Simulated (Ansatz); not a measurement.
Relax this structure to zero stress and force, keeping its symmetry:

```cif
data_structure
_symmetry_space_group_name_H-M 'Fm-3m'
_symmetry_Int_Tables_number 225
_cell_length_a 4.0600
_cell_length_b 4.0600
_cell_length_c 4.0600
_cell_angle_alpha 90.000
_cell_angle_beta 90.000
_cell_angle_gamma 90.000
_cell_volume 66.92
loop_
_atom_site_label
_atom_site_type_symbol
_atom_site_symmetry_multiplicity
_atom_site_Wyckoff_symbol
_atom_site_fract_x
_atom_site_fract_y
_atom_site_fract_z
_atom_site_occupancy
Ti1 Ti 4 a 0.00000 0.00000 0.00000 1
```

The calculation used DFT PBE, scalar-relativistic, plane waves, PAW in Ansatz.

Plane waves to 420 eV, a k mesh through Γ of 18×18×18 on the computed 1-atom cell and Gaussian smearing (0.10 eV); no spin polarisation.

What does it relax to?

The volume increases by 0.65 Å³/atom to 17.38 Å³/atom, and the energy falls by 8.7 meV/atom. Final structure:
```cif
data_structure
_symmetry_space_group_name_H-M 'Fm-3m'
_symmetry_Int_Tables_number 225
_cell_length_a 4.1120
_cell_length_b 4.1120
_cell_length_c 4.1120
_cell_angle_alpha 90.000
_cell_angle_beta 90.000
_cell_angle_gamma 90.000
_cell_volume 69.53
loop_
_atom_site_label
_atom_site_type_symbol
_atom_site_symmetry_multiplicity
_atom_site_Wyckoff_symbol
_atom_site_fract_x
_atom_site_fract_y
_atom_site_fract_z
_atom_site_occupancy
Ti1 Ti 4 a 0.00000 0.00000 0.00000 1
```

Course of the relaxation (steps run on the plane waves of an earlier cell, and the basis is chosen afresh near the end, so energy and pressure can step there; trial steps that raised the energy were taken back; energies are free energies):

```json
{"step": "1", "E − E_final (meV/atom)": "8.7", "P (GPa)": "4.38", "V (Å³/atom)": "16.73"}
{"step": "2", "E − E_final (meV/atom)": "4.6", "P (GPa)": "-2.88", "V (Å³/atom)": "17.88"}
{"step": "3", "E − E_final (meV/atom)": "0.1", "P (GPa)": "-0.13", "V (Å³/atom)": "17.40"}
{"step": "4", "E − E_final (meV/atom)": "0.1", "P (GPa)": "0.00", "V (Å³/atom)": "17.38"}
{"step": "5", "E − E_final (meV/atom)": "0.0", "P (GPa)": "0.00", "V (Å³/atom)": "17.38"}
```